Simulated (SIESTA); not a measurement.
# SiC under changes of volume

One of the cells (10.313 Å³/atom); the others are scaled copies at fixed shape and fractional positions:

```xyz
8
Lattice="3.0757 0.0000 0.0000 -1.5378 2.6636 0.0000 0.0000 0.0000 10.0706" Properties=species:S:1:pos:R:3 pbc="T T T"
Si    0.0000    0.0000    1.8922
Si    0.0000    0.0000    6.9275
Si    0.0000    1.7758    4.4094
Si    1.5378    0.8879    9.4447
C     0.0000    0.0000    0.0046
C     0.0000    0.0000    5.0400
C     0.0000    1.7758    2.5157
C     1.5378    0.8879    7.5510
```

The cell is a database's computed one.

* Program: SIESTA 5.4.2
* Functional: PBE
* Potentials or basis: PseudoDojo 0.4 standard (PBE files)
* Basis: SZ (energy shift 0.02 Ry)
* Grid cutoff: 500 Ry
* Energy shift: 0.02 Ry
* k mesh: 10 × 10 × 3
* Occupations: fermi-dirac, width 0.05 eV
* Spin: no spin polarisation

```tsv
volume (Å³/atom)	energy over the lowest point (meV/atom)	pressure (GPa)	gap on the mesh (eV)	largest force (eV/Å)
9.694	206.91	46.2	4.19	0.178
9.900	?	?	?	?
10.107	106.77	32.0	4.11	0.166
10.313	69.46	26.1	4.08	0.161
10.519	39.54	20.5	4.04	0.157
10.726	16.58	15.3	4.01	0.152
10.932	0.00	10.6	3.97	0.147
```

Task: What does the run at 9.900 Å³/atom give?

Result: Energy over the lowest point 152.27 meV/atom; pressure 38.8 GPa; gap on the mesh 4.15 eV; largest force 0.173 eV/Å.

Worked out: A Birch-Murnaghan fit of order 3 (a polynomial in V^(-2/3)) to the other rows has no minimum within the range. It gives 152.51 meV/atom at 9.900 Å³/atom, against the run's 152.27, and -dE/dV = 38.8 GPa, against 38.8. A straight line through the other rows of the gap, of slope -1.8 eV per unit of ln V, gives 4.15 eV, against the run's 4.15.

Energies are extrapolated to zero smearing.

Caveats: the basis has no polarisation orbitals; an odd mesh through Γ misses points on the zone boundary, where band edges often lie; the basis of atomic orbitals isn't converged, which shifts pressures, moduli and gaps.
